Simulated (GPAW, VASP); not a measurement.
This is a calculation of GaAs for VASP 6.6.1. 

INCAR

```
PREC = Accurate ; ENCUT = 520
EDIFF = 1E-6 ; ISMEAR = 0
SIGMA = 0.028000000000000004 ; LREAL = False
LASPH = True ; NELM = 100
ALGO = Fast ; ISIF = 2
LWAVE = False ; LCHARG = False
GGA = PE ; NBANDS = 16
```

The input KPOINTS:

```
Automatic mesh
0
Gamma
  8 8 8
```

File POSCAR:

```
GaAs
1.0
    0.0000000000      2.8268500000      2.8268500000
    2.8268500000      0.0000000000      2.8268500000
    2.8268500000      2.8268500000      0.0000000000
As Ga
1 1
Direct
    0.7500000000      0.7500000000      0.7500000000
    0.0000000000      0.0000000000      0.0000000000
```

Potentials or basis: VASP PAW PBE potentials, release 64 (As, Ga_d).

Command:

```sh
$ cat potpaw_PBE.64/As/POTCAR potpaw_PBE.64/Ga_d/POTCAR > POTCAR
$ mpirun -np 1 vasp_std > vasp.out
```

Problem. Set up the same calculation for GPAW 26.7.0 (ASE script). Potentials or basis there: GPAW PAW data sets (gpaw-data 1.2.1), cutoff 600 eV.

Solution. As run (cutoffs and basis follow the program's own potentials, and thresholds, step limits or extra output files can differ):

The input run.py:

```python
from ase import Atoms
from ase.dft.bandgap import bandgap
from ase.io import write
from ase.units import GPa
from gpaw import GPAW, PW

atoms = Atoms(['As', 'Ga'],
              cell=[[0.0, 2.82685, 2.82685],
                    [2.82685, 0.0, 2.82685],
                    [2.82685, 2.82685, 0.0]],
              scaled_positions=[[0.75, 0.75, 0.75],
                                [0.0, 0.0, 0.0]],
              pbc=True)

calc = GPAW(mode=PW(600),
            xc='PBE',
            kpts={'size': (8, 8, 8), 'gamma': True},
            occupations={'name': 'methfessel-paxton', 'order': 0, 'width': 0.028000000000000004},
            nbands=11,
            convergence={'density': 1e-05, 'energy': 1e-05},
            maxiter=150,
            txt='gpaw.txt')
atoms.calc = calc
energy = atoms.get_potential_energy()
forces = atoms.get_forces()
stress = atoms.get_stress()
calc.write('gs.gpw')
write('result.traj', atoms)
print(f'Energy: {energy:.6f} eV')
print('Forces (eV/A):')
print(forces.round(4))
print('Stress (GPa):', (stress / GPa).round(3))
print('Fermi level:', round(calc.get_fermi_level(), 4), 'eV')
print(f'Gap: {bandgap(calc)[0]:.4f} eV, direct: {bandgap(calc, direct=True)[0]:.4f} eV')
```

Potentials or basis: GPAW PAW data sets (gpaw-data 1.2.1), pw.

The run is started by

```bash
$ OMP_NUM_THREADS=1 python run.py
```

Both were run:

|  | VASP | GPAW |
| --- | --- | --- |
| Pressure | 3.5 GPa | 4.3 GPa |

The potentials hold 18 and 8 valence electrons a cell.

Pressure is positive in compression.
